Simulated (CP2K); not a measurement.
Runs of CP2K 2026.2 on WC (Qusongite). The structure is hexagonal, space group P-6m2 (No. 187). Conventional cell: a = 2.907 Å, b = 2.907 Å, c = 2.837 Å, α = 90.00°, β = 90.00°, γ = 120.00°. Around W (site symmetry -6m2) lie 6 C at 2.20 Å. C (site symmetry -6m2) is surrounded by 6 W at 2.20 Å. 

```csv
task,level,potentials or basis,cell,smearing,EPS_DEFAULT,NGRIDS,points a segment of the path (NPOINTS),bands added on the path,gap on the mesh (eV),pressure (GPa)
band structure,LDA,"GTH_POTENTIALS W GTH-PADE-q14, C GTH-PADE-q4; TZVP-MOLOPT-PBE-GTH basis",as given,fermi-dirac 0.1 eV,1.0E-9,5,6,6,none,-37.4
band structure,PBE,"POTENTIAL_UZH W GTH-PBE-q14, C GTH-PBE-q4; TZVP-MOLOPT-PBE-GTH basis",as given,fermi-dirac 0.01 eV,1.0E-9,4,8,2,none,2.7
single point,PBEsol,"POTENTIAL_UZH W GTH-PBE-q14, C GTH-PBE-q4; TZVP-MOLOPT-PBE-GTH basis","atoms moved at random, drawn with an rms of 0.05 Å",fermi-dirac 0.05 eV,1.0E-10,4,-,-,none,-3.3
band structure,PBEsol,"POTENTIAL_UZH W GTH-PBE-q14, C GTH-PBE-q4; TZVP-MOLOPT-PBE-GTH basis",as given,fermi-dirac 0.05 eV,1.0E-10,4,10,4,none,(a)
```

Alike in all rows: no spin polarisation; k mesh 10 × 10 × 9.

Estimate the missing entries.

(a) -4.0.

Caveats: the basis of atomic orbitals isn't converged, which shifts pressures, moduli and gaps; spin-orbit coupling is left out, which moves the levels of the heavy elements (some runs); the potentials were made for another functional, which shifts forces and pressure (some runs); a pressure of tens of GPa on the cell as given is suspect, and the run, the potentials or the cell itself is likely at fault (some runs).

A k mesh can miss the band edges, and the runs leave out spin-orbit coupling on W.

A gap of «none» marks a metal or a gap under the smearing width.
